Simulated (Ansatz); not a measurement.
# Meshes and cutoff for the phonons of BaS (Fm-3m)

Aim: how dense must the meshes and how high the cutoff be for the phonons of BaS (Fm-3m)?

Program: Ansatz 0.2.0. Level of theory: DFT LDA, scalar-relativistic, plane waves, PAW; PAW set soft_1. Results are calculated unless marked as measured.

Most raw output is cut from this account.

## 1. Set-up

It takes space group Fm-3m (No. 225, cubic). Conventional cell: a = 6.272 Å, b = 6.272 Å, c = 6.272 Å, α = 90.00°, β = 90.00°, γ = 90.00°. Nearest to Ba lie 6 S at 3.14 Å. Nearest to S lie 6 Ba at 3.14 Å. Farther neighbours and most contacts between anions are not listed.

## 2. Tight relaxation

Phonons need a cell at rest on their own settings, so the relaxation is repeated with tight tolerances on forces and stress on the k mesh and occupations of the first response run.

input.yaml

```yaml
crystal:
  lattice:
    - [0.0, 3.1357693422, 3.1357693422]
    - [3.1357693422, 0.0, 3.1357693422]
    - [3.1357693422, 3.1357693422, 0.0]
  atoms:
    - { symbol: Ba, position: [0.0, 0.0, 0.0] }
    - { symbol: S, position: [0.5, 0.5, 0.5] }
kpoints:
  mp_grid: { grid: [8, 8, 8] }
hamiltonian:
  xc: lda
  pseudopotentials: { kind: paw, azcp: { folder: soft_1 }, xc_functional: pbe }
scf:
  occupations: { method: fixed }
output:
  forces: true
  stress: true
  eigenvalues: true
  write_density: true
  write_potential: true
  elf: true
  volumetric_format: npy
relax:
  adjacent_minimum: "off"
  f_tol: 0.001
  max_steps: 60
  cell: { stress_tol: 0.01 }
```

On the command line:

```bash
> ansatz run input.yaml --threads 4 --pin off --max-ram 10240MiB --backend cpu --events-out ev --progress --plain --runs-dir out
```

Elapsed: 0.92 s, on 4 threads of Intel Xeon Platinum 8488C (Sapphire Rapids), shared host; peak memory 0.39 GiB.

Little changed from the start: no atom moved by 0.005 Å and no cell edge by 0.1 %.

Numbers from this step:

- pressure: 8.33e-4 GPa
- gap on the k-mesh: 1.915 eV
- volume per atom: 30.83 Å³
- direct gap on mesh: 1.985 eV

Valence density in the ac plane of the conventional cell at fractional y = 0.000, with atoms of Ba and S within 0.2 Å of it. It is the smooth field of the valence electrons, not physical close to the nuclei.

Ten even steps from '_' (0.0 e/Å³) to '@' (1.3 e/Å³), each cell a mean:
```
++@@%%::..::++%%++**##--....++@@##
@@@@++..__..--**%%##++::____--##@@
++==..______..--==--::______..--++
....__________......____________..
....__________......____________..
--::..______..==++==::________::--
##**--..__..++@@@@@@##::____::++##
++%%++::..::%%@@++##@@==....--##**
::##**::..--%%%%==++@@++....==%%++
####==..__::##@@%%@@@@==....--**%%
**==::______--##%%%%++..____..--++
::..__________::--::..________..::
..______________....____________..
::::__________..::::..________..::
%%**--______::==**++--..____..++%%
%%@@**::__..==####%%**::....==@@@@
==%%%%::..::**##::++##--....++@@++
```
Columns run along a (6.3 Å), rows up along c (6.3 Å), edges of the conventional cell, whose origin can differ from the input's. Atoms in or near the plane, at fractional coordinates: Ba at (0.00, 0.00), Ba at (0.50, 0.50), S at (0.50, 0.00), S at (0.00, 0.50).

Electrostatic potential energy in the ac plane of the conventional cell at fractional y = 0.000, with atoms of Ba and S within 0.2 Å of it. With pseudopotentials it is smooth inside the atoms' cores, unlike the true potential.

Ten even steps from '0' (-53 eV) to '9' (10 eV), each cell a mean:
```
01589973335999620
23689996458999852
67899999899999986
89999999999999999
99999999999999999
89999987678999999
46999863225899985
33799841002799953
43799840002699843
34899852013799963
78999975446899997
99999998888999999
99999999999999999
88999999999999988
46899998779999865
02689984336999731
00489973434898620
```
Columns run along a (6.3 Å; values clipped at the 3rd and 97th percentile), rows up along c (6.3 Å), edges of the conventional cell, whose origin can differ from the input's. Atoms in or near the plane, at fractional coordinates: Ba at (0.00, 0.00), Ba at (0.50, 0.50), S at (0.50, 0.00), S at (0.00, 0.50).

ELF in the ac plane of the conventional cell at fractional y = 0.000, with atoms of Ba and S within 0.2 Å of it. It is the smooth field of the valence electrons, not physical close to the nuclei.

Values, 9 rows by 16 columns, each cell a mean:
```
0.39 0.71 0.77 0.30 0.27 0.74 0.81 0.56 0.47 0.75 0.82 0.48 0.19 0.61 0.79 0.49
0.57 0.50 0.28 0.08 0.14 0.44 0.60 0.65 0.66 0.63 0.53 0.25 0.07 0.18 0.43 0.55
0.48 0.45 0.36 0.18 0.05 0.11 0.27 0.38 0.40 0.33 0.18 0.06 0.09 0.29 0.42 0.48
0.66 0.80 0.79 0.45 0.15 0.52 0.80 0.68 0.60 0.77 0.69 0.25 0.25 0.70 0.83 0.72
0.14 0.61 0.83 0.50 0.22 0.68 0.74 0.20 0.08 0.53 0.81 0.37 0.30 0.76 0.78 0.29
0.77 0.82 0.75 0.40 0.12 0.42 0.73 0.75 0.73 0.78 0.59 0.18 0.22 0.65 0.81 0.79
0.35 0.31 0.23 0.10 0.05 0.11 0.22 0.30 0.32 0.26 0.15 0.07 0.07 0.18 0.28 0.34
0.70 0.65 0.43 0.12 0.18 0.55 0.73 0.77 0.76 0.75 0.66 0.33 0.09 0.28 0.59 0.70
0.21 0.60 0.79 0.35 0.29 0.75 0.80 0.42 0.28 0.66 0.83 0.49 0.20 0.66 0.78 0.33
```
Columns run along a (6.3 Å), rows up along c (6.3 Å), edges of the conventional cell, whose origin can differ from the input's. Atoms in or near the plane, at fractional coordinates: Ba at (0.00, 0.00), Ba at (0.50, 0.50), S at (0.50, 0.00), S at (0.00, 0.50).

The forces vanish by symmetry and the pressure is 0.001 GPa, within the tolerances set. The cell now holds 30.83 Å³/atom.

## 3. The dispersion

Stability and thermal properties need the whole zone. Linear response on a 4×4×4 q mesh gives force constants as far as a supercell of that size would, and the tensors from the zone-centre run are typed in so that the long-range dipole term is interpolated apart.

input.yaml, the sections that differ from step 2:

```yaml
output:
  eigenvalues: true
phonons:
  method: dfpt
  qmesh: [4, 4, 4]
  temperatures: { t_max: 1000, t_step: 50 }
  qpath:
    path:
      - [[0.0, 0.0, 0.0], [0.5, 0.0, 0.5], [0.625, 0.25, 0.625]]
      - [[0.375, 0.375, 0.75], [0.0, 0.0, 0.0], [0.5, 0.5, 0.5], [0.5, 0.25, 0.75], [0.5, 0.0, 0.5]]
    npoints: 10
  non_analytic_term:
    high_frequency_dielectric_tensor: [[5.1302, 0.0, 0.0], [0.0, 5.1302, 0.0], [0.0, 0.0, 5.1302]]
    born_effective_charges:
      - { species: Ba, tensor: [[2.6306, 0.0, 0.0], [0.0, 2.6306, 0.0], [0.0, 0.0, 2.6306]] }
      - { species: S, tensor: [[-2.6306, 0.0, 0.0], [0.0, -2.6306, 0.0], [0.0, 0.0, -2.6306]] }
    source: "zone-centre run at this cell"
# crystal, kpoints, hamiltonian, scf: as in step 2
# relax: removed
```

The job ended after 62 s (4 threads; peak memory 1.1 GiB; 3.8 min of CPU time).

This step gave:

```yaml
sum_rule_residual_before_enforcement: 1.70e-5 eV/Å²
lowest_frequency_on_the_path: 0 cm⁻¹
point_group: m-3m
highest_frequency_on_the_path_or_at_a_solved_wavevector: 253.6 cm⁻¹
mean_frequency: 133.5 cm⁻¹
debye_temperature_second_moment: 268 K
logarithmic_mean_frequency: 120.9 cm⁻¹
highest_optical_mode_at_the_zone_centre_no_lo_to_term: 151.4 cm⁻¹
lowest_optical_zone_centre_mode: 151.4 cm⁻¹
lowest_mode_on_the_q_mesh_acoustic_modes_at_gamma_apart: 45.4 cm⁻¹
zero_point_energy_per_atom: 24.82 meV
heat_capacity_at_300_k: 23.98 J/(mol atoms K)
vibrational_entropy_at_300_k: 39.03 J/(mol atoms K)
edges_of_the_widest_gap_between_branches_on_path_and_mesh: 137.1, 151.4 cm⁻¹
```

Frequencies (cm⁻¹) solved at each irreducible wavevector; negative means imaginary. Frequencies by wavevector, by row:

| q in reciprocal lattice units | star | mode 1 | mode 2 | mode 3 | mode 4 | mode 5 | mode 6 |
| --- | --- | --- | --- | --- | --- | --- | --- |
| 0 0 0 | 1 | 0 | 0 | 0 | 151.4 | 151.4 | 151.4 |
| 0 0 0.25 | 8 | 57.4 | 57.4 | 89 | 163.5 | 163.5 | 244.5 |
| 0 0 -0.5 | 4 | 77.8 | 77.8 | 137.1 | 173.5 | 173.5 | 228.1 |
| 0 0.25 0.25 | 6 | 45.4 | 45.4 | 103.6 | 159.8 | 159.8 | 221.2 |
| 0 0.25 -0.5 | 24 | 72.6 | 85.9 | 112.6 | 166.6 | 173.3 | 205 |
| 0 0.25 -0.25 | 12 | 70.9 | 78 | 118 | 169.9 | 170.8 | 219.9 |
| 0 -0.5 -0.5 | 3 | 62.9 | 62.9 | 105.5 | 160.3 | 160.3 | 177.9 |
| 0.25 -0.5 -0.25 | 6 | 88.3 | 88.3 | 97.7 | 172.8 | 172.8 | 186.9 |

Interpolated from a 4×4×4 q mesh, with the LO-TO term (at Γ the limit along the path; where Γ stands inside the path, tables give the limit on arrival). The phonon branches at the labelled points (cm⁻¹):

| point | branch 1 | branch 2 | branch 3 | branch 4 | branch 5 | branch 6 |
| --- | --- | --- | --- | --- | --- | --- |
| Γ | 0 | 0 | 0 | 151 | 151 | 254 |
| halfway | 45 | 45 | 104 | 160 | 160 | 221 |
| X | 63 | 63 | 105 | 160 | 160 | 178 |
| halfway | 68 | 76 | 103 | 162 | 170 | 178 |
| U | 76 | 96 | 99 | 165 | 176 | 190 |
| jump to K | 76 | 96 | 99 | 165 | 176 | 190 |
| halfway | 55 | 69 | 103 | 166 | 167 | 233 |
| Γ | 0 | 0 | 0 | 151 | 151 | 254 |
| halfway | 57 | 57 | 89 | 164 | 164 | 244 |
| L | 78 | 78 | 137 | 174 | 174 | 228 |
| halfway | 80 | 85 | 121 | 171 | 173 | 212 |
| W | 88 | 88 | 98 | 173 | 173 | 187 |
| halfway | 72 | 83 | 101 | 166 | 174 | 177 |
| X | 63 | 63 | 105 | 160 | 160 | 178 |

Symmetry leaves 8 wavevectors to solve. The lowest mode among them, the acoustic zeros apart, lies at q = (0, 0.25, 0.25) and is real, 45.4 cm⁻¹.

## 4. Another q mesh, q mesh 2×2×2

The q mesh is changed to 2×2×2, to see how far the force constants must reach.

Changes to input.yaml since step 3:

```diff
@@ -19,3 +19,3 @@
   method: dfpt
-  qmesh: [4, 4, 4]
+  qmesh: [2, 2, 2]
   temperatures: { t_max: 1000, t_step: 50 }
```

It took 9.8 s on 4 threads; peak memory 0.66 GiB; 35 s of CPU time.

Numbers from this step:

```yaml
mean_frequency: 133.2 cm⁻¹
debye_temperature_second_moment: 267 K
logarithmic_mean_frequency: 121.4 cm⁻¹
lowest_mode_on_the_q_mesh_acoustic_modes_at_gamma_apart: 62.91 cm⁻¹
zero_point_energy_per_atom: 24.77 meV
heat_capacity_at_300_k: 23.99 J/(mol atoms K)
vibrational_entropy_at_300_k: 38.91 J/(mol atoms K)
```

Frequencies (cm⁻¹) solved at each irreducible wavevector; negative means imaginary. Frequencies by wavevector, by row:

| q in reciprocal lattice units | star | mode 1 | mode 2 | mode 3 | mode 4 | mode 5 | mode 6 |
| --- | --- | --- | --- | --- | --- | --- | --- |
| 0 0 0 | 1 | 0 | 0 | 0 | 151.4 | 151.4 | 151.4 |
| 0 0 -0.5 | 4 | 77.8 | 77.8 | 137.1 | 173.5 | 173.5 | 228.1 |
| 0 -0.5 -0.5 | 3 | 62.9 | 62.9 | 105.5 | 160.3 | 160.3 | 177.9 |

Interpolated from a 2×2×2 q mesh, rough between the solved points, with the LO-TO term (at Γ the limit along the path; where Γ stands inside the path, tables give the limit on arrival). The phonon branches at the labelled points (cm⁻¹):

| point | branch 1 | branch 2 | branch 3 | branch 4 | branch 5 | branch 6 |
| --- | --- | --- | --- | --- | --- | --- |
| Γ | 0 | 0 | 0 | 151 | 151 | 254 |
| halfway | 55 | 55 | 99 | 166 | 166 | 220 |
| X | 63 | 63 | 105 | 160 | 160 | 178 |
| halfway | 65 | 76 | 104 | 161 | 165 | 179 |
| U | 70 | 98 | 99 | 163 | 177 | 181 |
| jump to K | 70 | 98 | 99 | 163 | 177 | 181 |
| halfway | 66 | 67 | 102 | 159 | 174 | 231 |
| Γ | 0 | 0 | 0 | 151 | 151 | 254 |
| halfway | 59 | 59 | 91 | 162 | 162 | 243 |
| L | 78 | 78 | 137 | 174 | 174 | 228 |
| halfway | 77 | 86 | 122 | 168 | 176 | 205 |
| W | 90 | 90 | 92 | 166 | 177 | 177 |
| halfway | 73 | 79 | 102 | 163 | 167 | 179 |
| X | 63 | 63 | 105 | 160 | 160 | 178 |

The mean frequency is 133.2 cm⁻¹, -0.3 cm⁻¹ against the base run.

The highest branch reaches 254 cm⁻¹ on this path, at Γ. No branch goes imaginary on this path.

## 5. Another q mesh, k-mesh 9×9×9, q mesh 3×3×3

The q mesh is changed to 3×3×3, to see how far the force constants must reach; the k mesh is 9×9×9, against 8×8×8 in the base run, so that the q mesh divides it.

Changes to input.yaml since step 4:

```diff
@@ -9,3 +9,3 @@
 kpoints:
-  mp_grid: { grid: [8, 8, 8] }
+  mp_grid: { grid: [9, 9, 9] }
 hamiltonian:
@@ -19,3 +19,3 @@
   method: dfpt
-  qmesh: [2, 2, 2]
+  qmesh: [3, 3, 3]
   temperatures: { t_max: 1000, t_step: 50 }
```

Elapsed: 32 s, on 4 threads; peak memory 1 GiB; 2 min of CPU time.

The mean frequency is 133.3 cm⁻¹, -0.2 cm⁻¹ against the base run, whose k mesh differs too.

## 6. Another q mesh, k-mesh 12×12×12, q mesh 6×6×6

The q mesh is changed to 6×6×6, to see how far the force constants must reach; the k mesh is 12×12×12, against 8×8×8 in the base run, so that the q mesh divides it.

Changes to input.yaml since step 5:

```diff
@@ -9,3 +9,3 @@
 kpoints:
-  mp_grid: { grid: [9, 9, 9] }
+  mp_grid: { grid: [12, 12, 12] }
 hamiltonian:
@@ -19,3 +19,3 @@
   method: dfpt
-  qmesh: [3, 3, 3]
+  qmesh: [6, 6, 6]
   temperatures: { t_max: 1000, t_step: 50 }
```

Wall time 9.7 min (4 threads); peak memory 2.9 GiB.

Frequencies (cm⁻¹) solved at each irreducible wavevector; negative means imaginary. Frequencies by wavevector, by row:

| q in reciprocal lattice units | star | mode 1 | mode 2 | mode 3 | mode 4 | mode 5 | mode 6 |
| --- | --- | --- | --- | --- | --- | --- | --- |
| 0 0 0 | 1 | 0 | 0 | 0 | 151.4 | 151.4 | 151.4 |
| 0 0 0.1667 | 8 | 41.5 | 41.5 | 61.1 | 157.8 | 157.8 | 249.6 |
| 0 0 0.3333 | 8 | 68.7 | 68.7 | 113 | 168.7 | 168.7 | 237.7 |
| 0 0 -0.5 | 4 | 77.8 | 77.8 | 137.1 | 173.5 | 173.5 | 228.1 |
| 0 0.1667 0.1667 | 6 | 32.8 | 32.8 | 79.6 | 156.8 | 156.8 | 238.7 |
| 0 0.1667 0.3333 | 24 | 56.9 | 64 | 105.3 | 163.2 | 166.8 | 226.7 |
| 0 0.1667 -0.5 | 24 | 75.6 | 83.3 | 124.2 | 170 | 173.7 | 217.9 |
| 0 0.1667 -0.3333 | 24 | 74.2 | 78 | 122 | 170.8 | 171.5 | 222.6 |
| 0 0.1667 -0.1667 | 12 | 48.8 | 65 | 95.3 | 162.7 | 165.8 | 237.8 |
| 0 0.3333 0.3333 | 6 | 54.9 | 54.9 | 113 | 160.9 | 160.9 | 200.9 |
| 0 0.3333 -0.5 | 24 | 68.5 | 80.2 | 106.4 | 163.3 | 171.6 | 189.4 |
| 0 0.3333 -0.3333 | 12 | 79.1 | 89.2 | 112 | 168.5 | 174.7 | 200.6 |
| 0 -0.5 -0.5 | 3 | 62.9 | 62.9 | 105.5 | 160.3 | 160.3 | 177.9 |
| 0.1667 0.3333 -0.5 | 24 | 69.2 | 78.8 | 113.1 | 167.7 | 170.4 | 209 |
| 0.1667 0.3333 -0.3333 | 24 | 82 | 87.1 | 111.3 | 170.4 | 173.1 | 200.6 |
| 0.1667 -0.5 -0.3333 | 12 | 77.4 | 90.6 | 97.4 | 167.9 | 176 | 181.7 |

The mean frequency is 133.5 cm⁻¹, +0.0 cm⁻¹ against the base run, whose k mesh differs too.

## 7. The series together

Times are for 4 threads of Intel Xeon Platinum 8488C (Sapphire Rapids), shared host. Results by setting:

| no. | q mesh | k-mesh | mean frequency (cm⁻¹) | zero-point energy per atom (meV) | lowest frequency on the path (cm⁻¹) | time | memory (GiB) |
| --- | --- | --- | --- | --- | --- | --- | --- |
| 1 | 2×2×2 | 8×8×8 | 133.2 | 24.77 | 0 | 9.8 s | 0.66 |
| 2 | 3×3×3 | 9×9×9 | 133.3 | 24.8 | 0 | 32 s | 1.0 |
| 3 | 6×6×6 | 12×12×12 | 133.5 | 24.82 | 0 | 9.7 min | 2.9 |

The phonon density of states has structure finer than the step of the table below, so its rows give means over 10 cm⁻¹, whole bins alone (the curve runs from 1 to 253 cm⁻¹). Peaks (cm⁻¹: height): 2×2×2, 8×8×8 75.0: 0.123, 111.0: 0.0539, 165.0: 0.205; 3×3×3, 9×9×9 79.0: 0.124, 111.0: 0.0498, 169.0: 0.159; 6×6×6, 12×12×12 79.0: 0.110, 111.0: 0.0575, 171.0: 0.194.

The runs together. The phonon density of states by wavenumber; means over each step; values in 1/cm⁻¹/cell:

| wavenumber (cm⁻¹) | 2×2×2, 8×8×8 | 3×3×3, 9×9×9 | 6×6×6, 12×12×12 |
| --- | --- | --- | --- |
| 10 | 1.4e-4 | 4.4e-4 | 2.6e-4 |
| 20 | 8.3e-4 | 0.00189 | 0.00137 |
| 30 | 0.00218 | 0.00424 | 0.00352 |
| 40 | 0.00459 | 0.00771 | 0.00725 |
| 50 | 0.00936 | 0.0134 | 0.0138 |
| 60 | 0.0244 | 0.0261 | 0.0277 |
| 70 | 0.0692 | 0.0495 | 0.0514 |
| 80 | 0.0692 | 0.0790 | 0.0776 |
| 90 | 0.0304 | 0.0279 | 0.0273 |
| 100 | 0.0186 | 0.0197 | 0.0182 |
| 110 | 0.0407 | 0.0369 | 0.0405 |
| 120 | 0.0217 | 0.0248 | 0.0234 |
| 130 | 0.00821 | 0.00803 | 0.00750 |
| 140 | 4.0e-4 | 4.3e-4 | 3.4e-4 |
| 150 | 0.00266 | 0.00352 | 0.00219 |
| 160 | 0.0670 | 0.0512 | 0.0482 |
| 170 | 0.0973 | 0.133 | 0.144 |
| 180 | 0.0465 | 0.0210 | 0.0115 |
| 190 | 0.0158 | 0.0126 | 0.0127 |
| 200 | 0.0151 | 0.0144 | 0.0160 |
| 210 | 0.0153 | 0.0159 | 0.0179 |
| 220 | 0.0158 | 0.0173 | 0.0191 |
| 230 | 0.0132 | 0.0170 | 0.0156 |
| 240 | 0.00796 | 0.00995 | 0.00889 |

The runs together, line C_V. Table of C_V by temperature; values in J/mol-atom/K:

| temperature (K) | 2×2×2, 8×8×8 | 3×3×3, 9×9×9 | 6×6×6, 12×12×12 |
| --- | --- | --- | --- |
| 0 | 0 | 0 | 0 |
| 50 | 9.76 | 9.80 | 9.79 |
| 100 | 18.3 | 18.2 | 18.2 |
| 150 | 21.5 | 21.5 | 21.5 |
| 200 | 22.9 | 22.9 | 22.9 |
| 250 | 23.6 | 23.6 | 23.6 |
| 300 | 24.0 | 24.0 | 24.0 |
| 350 | 24.2 | 24.2 | 24.2 |
| 400 | 24.4 | 24.4 | 24.4 |
| 450 | 24.5 | 24.5 | 24.5 |
| 500 | 24.6 | 24.6 | 24.6 |
| 550 | 24.7 | 24.6 | 24.6 |
| 600 | 24.7 | 24.7 | 24.7 |
| 650 | 24.7 | 24.7 | 24.7 |
| 700 | 24.8 | 24.8 | 24.8 |
| 750 | 24.8 | 24.8 | 24.8 |
| 800 | 24.8 | 24.8 | 24.8 |
| 850 | 24.8 | 24.8 | 24.8 |
| 900 | 24.8 | 24.8 | 24.8 |
| 950 | 24.8 | 24.8 | 24.8 |
| 1000 | 24.9 | 24.9 | 24.9 |

## 8. Another k mesh, k-mesh 2×2×2, q mesh 2×2×2

The k mesh is changed to 2×2×2 on a small fixed q mesh, to find the coarsest that serves.

input.yaml, the sections that differ from step 6:

```yaml
kpoints:
  mp_grid: { grid: [2, 2, 2] }
phonons:
  method: dfpt
  dielectric: true
  rigid_motions: translations
  qmesh: [2, 2, 2]
  temperatures: { t_max: 1000, t_step: 50 }
  qpath:
    path:
      - [[0.0, 0.0, 0.0], [0.5, 0.0, 0.5], [0.625, 0.25, 0.625]]
      - [[0.375, 0.375, 0.75], [0.0, 0.0, 0.0], [0.5, 0.5, 0.5], [0.5, 0.25, 0.75], [0.5, 0.0, 0.5]]
    npoints: 10
# crystal, hamiltonian, scf, output: as in step 6
```

It took 8.1 s on 4 threads; peak memory 0.49 GiB; 24 s of CPU time.

The run finished; it serves as a test, and its numbers are not taken as the result.

## 9. Another k mesh, k-mesh 4×4×4, q mesh 2×2×2

The k mesh is changed to 4×4×4 on a small fixed q mesh, to find the coarsest that serves.

Changes to input.yaml since step 8:

```diff
@@ -9,3 +9,3 @@
 kpoints:
-  mp_grid: { grid: [2, 2, 2] }
+  mp_grid: { grid: [4, 4, 4] }
 hamiltonian:
```

The job ended after 7.9 s (4 threads; peak memory 0.49 GiB; 24 s of CPU time).

The run finished; it serves as a test, and its numbers are not taken as the result.

## 10. Another k mesh, k-mesh 6×6×6, q mesh 2×2×2

The k mesh is changed to 6×6×6 on a small fixed q mesh, to find the coarsest that serves.

Changes to input.yaml since step 9:

```diff
@@ -9,3 +9,3 @@
 kpoints:
-  mp_grid: { grid: [4, 4, 4] }
+  mp_grid: { grid: [6, 6, 6] }
 hamiltonian:
```

It took 9.8 s on 4 threads; peak memory 0.54 GiB.

Frequencies (cm⁻¹) solved at each irreducible wavevector; negative means imaginary. Frequencies by wavevector, by row:

| q in reciprocal lattice units | star | mode 1 | mode 2 | mode 3 | mode 4 | mode 5 | mode 6 |
| --- | --- | --- | --- | --- | --- | --- | --- |
| 0 0 0 | 1 | 0 | 0 | 0 | 151.1 | 151.1 | 151.1 |
| 0 0 -0.5 | 4 | 77.8 | 77.8 | 137.1 | 173.5 | 173.5 | 228.1 |
| 0 -0.5 -0.5 | 3 | 62.8 | 62.8 | 105.4 | 160 | 160 | 177.8 |

The highest optical mode at the zone centre (no LO-TO term) is 151.1 cm⁻¹, -0.3 cm⁻¹ against the base run.

## 11. Another k mesh, q mesh 2×2×2

The k mesh is changed to 8×8×8 on a small fixed q mesh, to find the coarsest that serves.

Changes to input.yaml since step 10:

```diff
@@ -9,3 +9,3 @@
 kpoints:
-  mp_grid: { grid: [6, 6, 6] }
+  mp_grid: { grid: [8, 8, 8] }
 hamiltonian:
```

Elapsed: 19 s, on 4 threads; peak memory 0.67 GiB.

Frequencies (cm⁻¹) solved at each irreducible wavevector; negative means imaginary. Frequencies by wavevector, by row:

| q in reciprocal lattice units | star | mode 1 | mode 2 | mode 3 | mode 4 | mode 5 | mode 6 |
| --- | --- | --- | --- | --- | --- | --- | --- |
| 0 0 0 | 1 | 0 | 0 | 0 | 151.4 | 151.4 | 151.4 |
| 0 0 -0.5 | 4 | 77.8 | 77.8 | 137.1 | 173.5 | 173.5 | 228.1 |
| 0 -0.5 -0.5 | 3 | 62.9 | 62.9 | 105.5 | 160.3 | 160.3 | 177.9 |

The highest optical mode at the zone centre (no LO-TO term) is 151.4 cm⁻¹, +0.0 cm⁻¹ against the base run.

## 12. Another k mesh, k-mesh 12×12×12, q mesh 2×2×2

The k mesh is changed to 12×12×12 on a small fixed q mesh, to find the coarsest that serves.

Changes to input.yaml since step 11:

```diff
@@ -9,3 +9,3 @@
 kpoints:
-  mp_grid: { grid: [8, 8, 8] }
+  mp_grid: { grid: [12, 12, 12] }
 hamiltonian:
```

The job ended after 45 s (4 threads; peak memory 1.2 GiB; 2.7 min of CPU time).

The highest optical mode at the zone centre (no LO-TO term) is 151.4 cm⁻¹, +0.0 cm⁻¹ against the base run.

[end of part 1 of 2]

[Logs are printed without paths, hosts, clocks, repeated set-up lines and the standing remarks that a program may print on its own settings, such as how far it seeks lower states.]

[Hosts, paths, dates, database ids (printed as entryN), source tags and the programs' standing remarks are cut or masked in the printed files.]
